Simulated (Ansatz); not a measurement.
TiO2, 6 atoms in the cell. Symmetry: P4_2/mnm, No. 136, tetragonal system. Conventional cell: a = 4.600 Å, b = 4.600 Å, c = 2.959 Å, α = 90.00°, β = 90.00°, γ = 90.00°. Ti (site symmetry mmm) has 6 O at 1.95 to 1.98 Å as nearest neighbours. Around O (site symmetry m2m) lie 3 Ti at 1.95 to 1.98 Å. The cell is a database's computed one.

```yaml
Program: Ansatz 0.2.0
Task: relaxation of cell and atoms
Functional: PBE
Potentials_or_basis: Ansatz PAW
Cutoff: "420 eV (not typed: the program's choice for these potentials)"
k_mesh: 6 × 6 × 9
Occupations: fermi-dirac, width 0.05 eV
Spin: no spin polarisation
Target_pressure: 5 GPa
Target_pressure_GPa: 5
```

Potentials or basis: Ansatz PAW.

Run with:

```sh
$ ansatz run input.yaml --threads 2 --pin off --max-ram 5632MiB --backend cpu --events-out ev --progress --plain --runs-dir out
```

Hardware: 2 threads of Intel(R) Xeon(R) Platinum 8488C (Sapphire Rapids), on a shared host.

**Question.** How long does it take, and how much memory?

**Answer.** It took 18 s on 2 threads of Intel(R) Xeon(R) Platinum 8488C (Sapphire Rapids), on a shared host, peak memory 0.43 GiB. Counts: scf iterations 31, plane waves 1217, k points 50, bands 30, ion steps 6.
